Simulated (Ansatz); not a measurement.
Runs of Ansatz 0.2.0 on Fe3Ge. The structure is cubic, space group Pm-3m (No. 221). Conventional cell: a = 3.661 Å, b = 3.661 Å, c = 3.661 Å, α = 90.00°, β = 90.00°, γ = 90.00°. Ge (site symmetry m-3m) is surrounded by 12 Fe at 2.59 Å. Around Fe (site symmetry 4/mmm) lie 4 Ge at 2.59 Å and 8 Fe at 2.59 Å. The cell comes from a database or a generator and needn't be the stable form of this composition.

```csv
spin,fixed moment (μB),pressure (GPa),moment (μB)
"collinear, ferromagnetic start",2.2,-22.8,2.20
"collinear, ferromagnetic start",6.8,-9.7,6.80
"collinear, ferromagnetic start",13.5,55.9,13.50
"collinear, ferromagnetic start",11.2,25.9,11.20
"collinear, ferromagnetic start",18.0,122.8,18.00
"collinear, ferromagnetic start",4.5,-18.3,4.50
"collinear, ferromagnetic start",9.0,(b),9.00
"collinear, program default start",0.0,(a),0.00
```

Alike in all rows: task single point; level PBEsol; potentials or basis Ansatz PAW; cell as given; k mesh 6 × 6 × 6; cutoff (eV) 420; smearing fermi-dirac 0.05 eV.

Problem. Fill in the values left out.

Solution. (a) -24.6; (b) 5.1.

Caveats: the total moment is fixed, so each spin has its own Fermi level; the PAW data sets come from PBE, with cores solved anew for the run's functional, which leaves a small shift of forces and pressure; the thresholds are loose for stress; a pressure of tens of GPa on the cell as given is suspect, and the run, the potentials or the cell itself is likely at fault (some runs).
